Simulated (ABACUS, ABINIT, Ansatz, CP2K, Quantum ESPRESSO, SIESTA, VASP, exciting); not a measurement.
# One calculation of MgI2, 8 ways

```xyz
3
Lattice="4.1400 0.0000 0.0000 -2.0700 3.5853 0.0000 0.0000 0.0000 6.8800" Properties=species:S:1:pos:R:3 pbc="T T T"
I     2.0700    1.1951    5.1600
I     0.0000    2.3902    1.7200
Mg    0.0000    0.0000    0.0000
```

Alike in all runs: task single point; functional PBE; k mesh 8 × 8 × 4; occupations fermi-dirac, width 0.05 eV; no spin polarisation; no spin-orbit coupling. Pressure is positive in compression and, in plane waves, holds the error of the finite cutoff.

```csv
program and potentials,plane-wave cutoff (eV),notes,pressure (GPa),largest force (eV/Å)
"SIESTA, files PseudoDojo sr-pbe-0.4.1-standard, DZP (energy shift 0.003 Ry; two zetas on semicore shells)",-,atomic basis; 8 valence electrons an atom on average,1.42,0.022
"Ansatz, all-electron LAPW, scalar-relativistic",-,-,0.65,0.246
"exciting, all-electron LAPW+lo, shipped species files, valence relativity iora*",-,-,-,0.240
"ABINIT, JTH PAW PBE v2.0",517,8 valence electrons an atom on average,0.55,0.240
"VASP, PBE PAW files I, Mg, 520 eV",520,5.33 valence electrons an atom on average,0.59,0.255
"ABACUS, PseudoDojo NC SR 0.4.1 PBE standard, plane waves",1143,8 valence electrons an atom on average,0.69,0.236
"Quantum ESPRESSO, SSSP 1.3 efficiency PBE",748,5.33 valence electrons an atom on average,?,?
"CP2K, POTENTIAL_UZH I GTH-PBE-q7, Mg GTH-PBE-q10; TZVP-MOLOPT-PBE-GTH basis",-,atomic basis; 8 valence electrons an atom on average,1.39,0.075
```

Q: Estimate from the other rows what the run with Quantum ESPRESSO, SSSP 1.3 efficiency PBE gave.

A: Pressure 0.49 GPa; largest force 0.262 eV/Å. The other rows, which needn't bracket it: pressure 0.55 to 1.42; largest force 0.022 to 0.255.
